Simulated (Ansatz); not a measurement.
Geometry optimisation in Ansatz: input, command and trajectory.

```yaml
crystal:
  lattice:
    - [0.0, 2.4496831263, 2.4496831263]
    - [2.4496831263, 0.0, 2.4496831263]
    - [2.4496831263, 2.4496831263, 0.0]
  atoms:
    - { symbol: Na, position: [0.0, 0.0, 0.0] }
    - { symbol: H, position: [0.5, 0.5, 0.5] }
basis:
  ecutwfc: 420
kpoints:
  mp_grid: { grid: [8, 8, 8] }
hamiltonian:
  xc: lda
scf:
  occupations: { method: gaussian, width: 0.02 }
output:
  forces: true
  stress: true
  eigenvalues: true
relax:
  adjacent_minimum: "off"
  f_tol: 0.01
  max_steps: 60
  cell: { stress_tol: 0.1 }
```

```bash
ansatz run input.yaml --threads 1 --pin off --max-ram 2560MiB --backend cpu --events-out ev --progress --plain --runs-dir out
```

Method: Ansatz, DFT LDA, scalar-relativistic, plane waves, PAW.

Of 5 frames 5 are shown, positions in Å and forces in eV/Å; the SCF threshold varies from step to step. Steps run on the plane waves of an earlier cell, with a Pulay correction in the pressure. The basis is chosen afresh for the last frame, the zero of the energies, and at times for earlier ones too; energy and pressure step there, also at an unchanged geometry.

```xyz
2
Lattice="0.0000 2.4497 2.4497 2.4497 0.0000 2.4497 2.4497 2.4497 0.0000" Properties=species:S:1:pos:R:3:forces:R:3 pbc="T T T" step=1 free_energy_over_end_meV_per_atom=17.58 pressure_GPa=-2.81
Na    0.0000    0.0000    0.0000    0.0000    0.0000    0.0000
H     2.4497    2.4497    2.4497    0.0000    0.0000    0.0000
2
Lattice="0.0000 2.3628 2.3628 2.3628 0.0000 2.3628 2.3628 2.3628 0.0000" Properties=species:S:1:pos:R:3:forces:R:3 pbc="T T T" step=2 free_energy_over_end_meV_per_atom=0.15 pressure_GPa=-0.58
Na    0.0000    0.0000    0.0000    0.0000    0.0000    0.0000
H     2.3628    2.3628    2.3628    0.0000    0.0000    0.0000
2
Lattice="0.0000 2.3421 2.3421 2.3421 0.0000 2.3421 2.3421 2.3421 0.0000" Properties=species:S:1:pos:R:3:forces:R:3 pbc="T T T" step=3 free_energy_over_end_meV_per_atom=-0.49 pressure_GPa=0.12
Na    0.0000    0.0000    0.0000    0.0000    0.0000    0.0000
H     2.3421    2.3421    2.3421    0.0000    0.0000    0.0000
2
Lattice="0.0000 2.3456 2.3456 2.3456 0.0000 2.3456 2.3456 2.3456 0.0000" Properties=species:S:1:pos:R:3:forces:R:3 pbc="T T T" step=4 free_energy_over_end_meV_per_atom=-0.48 pressure_GPa=0.00
Na    0.0000    0.0000    0.0000    0.0000    0.0000    0.0000
H     2.3456    2.3456    2.3456    0.0000    0.0000    0.0000
2
Lattice="0.0000 2.3456 2.3456 2.3456 0.0000 2.3456 2.3456 2.3456 0.0000" Properties=species:S:1:pos:R:3:forces:R:3 pbc="T T T" step=5 free_energy_over_end_meV_per_atom=0.00 pressure_GPa=-0.03
Na    0.0000    0.0000    0.0000    0.0000    0.0000    0.0000
H     2.3456    2.3456    2.3456    0.0000    0.0000    0.0000
```

The run took 3.5 s on 1 thread of Arm Neoverse V1, on a shared host, peak memory 0.26 GiB.